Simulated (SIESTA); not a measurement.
**Worked example: self-consistent single point of BaF₂ (Fm-3m, 3 atoms in the cell) in SIESTA**

Level of theory: GGA PBE, numerical atomic orbitals TZP, PseudoDojo PBE standard norm-conserving potentials (rewritten from UPF to PSML) run with SIESTA.

The input file:

```
# files in the folder: Ba.psml F.psml (PseudoDojo PBE standard)
SystemName  BaF2
SystemLabel BaF2

NumberOfAtoms                3
NumberOfSpecies              2
%block ChemicalSpeciesLabel
  1 56 Ba
  2 9 F
%endblock ChemicalSpeciesLabel
LatticeConstant              1.0 Bohr
%block LatticeVectors
     0.000000000    5.840576533    5.840576533
     5.840576533    0.000000000    5.840576533
     5.840576533    5.840576533    0.000000000
%endblock LatticeVectors
AtomicCoordinatesFormat      Bohr
%block AtomicCoordinatesAndAtomicSpecies
     0.000000000    0.000000000    0.000000000  1
     2.920288267    2.920288267    2.920288267  2
     8.760864800    8.760864800    8.760864800  2
%endblock AtomicCoordinatesAndAtomicSpecies

XC.functional                GGA
XC.authors                   PBE
PAO.BasisSize                TZP
PAO.EnergyShift              0.01 Ry
MeshCutoff                   350 Ry
%block kgrid.MonkhorstPack
    5   0   0  0.0
    0   5   0  0.0
    0   0   5  0.0
%endblock kgrid.MonkhorstPack
OccupationFunction           FD
ElectronicTemperature        116.05 K

MaxSCFIterations             150
SCF.Mixer.Method             Pulay
SCF.Mixer.Weight             0.25
SCF.Mixer.History            8
SCF.DM.Tolerance             1.0E-04
Diag.ParallelOverK           true
WriteForces                  true
```

Output (repeated stretches shortened):

```
reinit: Reading from file input.fdf

reinit: System Name: BaF2
reinit: System Label: BaF2

coor:   Atomic-coordinates input format  =     Cartesian coordinates
coor:                                            (in Bohr units)

siesta: Atomic coordinates (Bohr) and species
siesta:      0.00000   0.00000   0.00000  1        1
siesta:      2.92029   2.92029   2.92029  2        2
siesta:      8.76086   8.76086   8.76086  2        3

siesta: System type = bulk

initatomlists: Number of atoms, orbitals, and projectors:      3    44    44

siesta: ******************** Simulation parameters ****************************
redata: Spin configuration                          = none
redata: Time-Reversal Symmetry                      = T
redata: Number of Atomic Species                    =        2
redata: Mesh Cutoff                                 =   350.0000 Ry
redata: Net charge of the system                    =     0.0000 |e|
redata: Min. number of SCF Iter                     =        0
redata: Max. number of SCF Iter                     =      150
redata: SCF convergence failure will abort job
redata: SCF mix quantity                            = Hamiltonian
redata: Mix DM or H after convergence               =   F
redata: Recompute H after scf cycle                 =   F
redata: Mix DM in first SCF step                    =   T
redata: No kicks to SCF
redata: DM Mixing Weight for Kicks                  =     0.5000
redata: Require Harris convergence for SCF          =   F
redata: Harris energy tolerance for SCF             =     0.000100 eV
redata: Require DM convergence for SCF              =   T
redata: DM tolerance for SCF                        =     0.000100
redata: Require EDM convergence for SCF             =   F
redata: EDM tolerance for SCF                       =     0.001000 eV
redata: Require H convergence for SCF               =   T
redata: Hamiltonian tolerance for SCF               =     0.001000 eV
redata: Require (free) Energy convergence for SCF   =   F
redata: (free) Energy tolerance for SCF             =     0.000100 eV
redata: Using DFT-D3 dispersion                     =   F
redata: Using Saved Data (generic)                  =   F
redata: Method of Calculation                       = Diagonalization
redata: Electronic Temperature                      =   116.0500 K
redata: Number of TDED substeps                     =        3
redata: Dynamics option                             = Single-point calculation
redata: Save all siesta data in one NC              =   F
redata: ***********************************************************************

%block SCF.Mixers
  Pulay
%endblock SCF.Mixers

%block SCF.Mixer.Pulay
  # Mixing method
  method pulay
  variant stable

  # Mixing options
  weight 0.2500
  weight.linear 0.2500
  history 8
%endblock SCF.Mixer.Pulay

DM_history_depth set to one: no extrapolation allowed by default for geometry relaxation
Size of DM history Fstack: 1
Total number of electrons:    24.000000
Total ionic charge:    24.000000

* ProcessorY, Blocksize:    1  45

* Orbital distribution balance (max,min):    44    44

 Kpoints in:           75 . Kpoints trimmed:           63

siesta: k-grid: Number of k-points = 63
siesta: k-points from Monkhorst-Pack grid
siesta: k-cutoff (effective) =    10.927 Ang
siesta: k-point supercell and displacements
siesta: k-grid:     5     0     0      0.000
siesta: k-grid:     0     5     0      0.000
siesta: k-grid:     0     0     5      0.000

diag: Algorithm                                     = D&C
diag: Parallel over k                               =   F
diag: Use parallel 2D distribution                  =   F
diag: Parallel block-size                           = 45
diag: Parallel distribution                         =     1 x     1
diag: Used triangular part                          = Lower
diag: Absolute tolerance                            =  0.100E-15
diag: Orthogonalization factor                      =  0.100E-05
diag: Memory factor                                 =  1.0000

superc: Internal auxiliary supercell:     5 x     5 x     5  =     125
superc: Number of atoms, orbitals, and projectors:    375   5500   5500

                        Single-point calculation

superc: Internal auxiliary supercell:     5 x     5 x     5  =     125
superc: Number of atoms, orbitals, and projectors:    375   5500   5500

outcell: Unit cell vectors (Ang):
        0.000000    3.090700    3.090700
        3.090700    0.000000    3.090700
        3.090700    3.090700    0.000000

outcell: Cell vector modules (Ang)   :    4.370910    4.370910    4.370910
outcell: Cell angles (23,13,12) (deg):     60.0000     60.0000     60.0000
outcell: Cell volume (Ang**3)        :     59.0474
new_DM -- step:     1
Initializing Density Matrix...

Attempting to read DM from file... Failed...
DM filled with atomic data:

InitMesh: MESH = 48 x 48 x 48 = 110592
InitMesh: Mesh cutoff (required, used) =   350.000   499.956 Ry

stepf: Fermi-Dirac step function

        iscf     Eharris(eV)        E_KS(eV)     FreeEng(eV)     dDmax    Ef(eV) dHmax(eV)
   scf:    1    -2105.531397    -2105.885304    -2105.885304  1.626393-10.004139  6.647513
   scf:    2    -2107.882012    -2107.031437    -2107.031437  0.361780 -4.552035  2.670276
   scf:    3    -2107.322525    -2107.251277    -2107.251277  0.289026 -4.837615  0.362402
   scf:    4    -2107.256388    -2107.257698    -2107.257698  0.051742 -5.064618  0.317221
   scf:    5    -2107.192084    -2107.229470    -2107.229470  0.072891 -5.067175  0.998214
   scf:    6    -2107.274041    -2107.260694    -2107.260694  0.102800 -5.024779  0.034933
   scf:    7    -2107.260750    -2107.260733    -2107.260733  0.003584 -5.019876  0.002616
   scf:    8    -2107.260734    -2107.260733    -2107.260733  0.000196 -5.021422  0.000150
mix: Pulay -- inversion failed, > SVD [rank/size] 4 / 7
   scf:    9    -2107.260733    -2107.260733    -2107.260733  0.000008 -5.021444  0.000073

SCF Convergence by DM+H criterion
max |DM_out - DM_in|         :     0.0000084671
max |H_out - H_in|      (eV) :     0.0000726209
SCF cycle converged after 9 iterations

Using DM_out to compute the final energy and forces

siesta: E_KS(eV) =            -2107.2607

siesta: E_KS - E_eggbox =     -2107.2607

siesta: Atomic forces (eV/Ang):
     1    0.000000    0.000000    0.000000
     2    0.000015    0.000015    0.000015
     3   -0.000015   -0.000015   -0.000015
   Tot    0.000000    0.000000    0.000000
   Max    0.000015
   Res    0.000012    sqrt( Sum f_i^2 / 3N )
   Max    0.000015    constrained

Stress tensor Voigt[x,y,z,yz,xz,xy] (kbar):      -23.87      -23.87      -23.87       -0.01       -0.01       -0.01
(Free)E + p*V (eV/cell)    -2106.3808
Target enthalpy (eV/cell)    -2107.2607

siesta: Program's energy decomposition (eV):
siesta: Ebs     =      -396.777836
siesta: Eions   =      3400.247136
siesta: Ena     =       734.852706
siesta: Ekin    =      1073.915377
siesta: Enl     =       -39.937520
siesta: Eso     =         0.000000
siesta: Edftu   =         0.000000
siesta: DEna    =         8.423625
siesta: DUscf   =         1.142983
siesta: DUext   =         0.000000
siesta: Ex      =      -452.961924
siesta: Ec      =       -32.448845
siesta: Exc     =      -485.410770
siesta: Eharris =     -2107.260733
siesta: Etot    =     -2107.260733
siesta: FreeEng =     -2107.260733

siesta: Stress tensor (static) (eV/Ang**3):
siesta:    -0.014901   -0.000006   -0.000006
siesta:    -0.000006   -0.014901   -0.000006
siesta:    -0.000006   -0.000006   -0.014901

siesta: Cell volume =         59.047369 Ang**3

siesta: Pressure (static):
siesta:                Solid            Molecule  Units
siesta:           0.00016230          0.00016231  Ry/Bohr**3
siesta:           0.01490149          0.01490226  eV/Ang**3
siesta:          23.87481375         23.87605115  kBar
```

The run converged in 9 iterations.

The starting cell has typed, rounded lattice constants, without a prior relaxation at this level. Its lattice was rescaled by up to half a per cent. Values carry the incompleteness of an atom-centred basis.
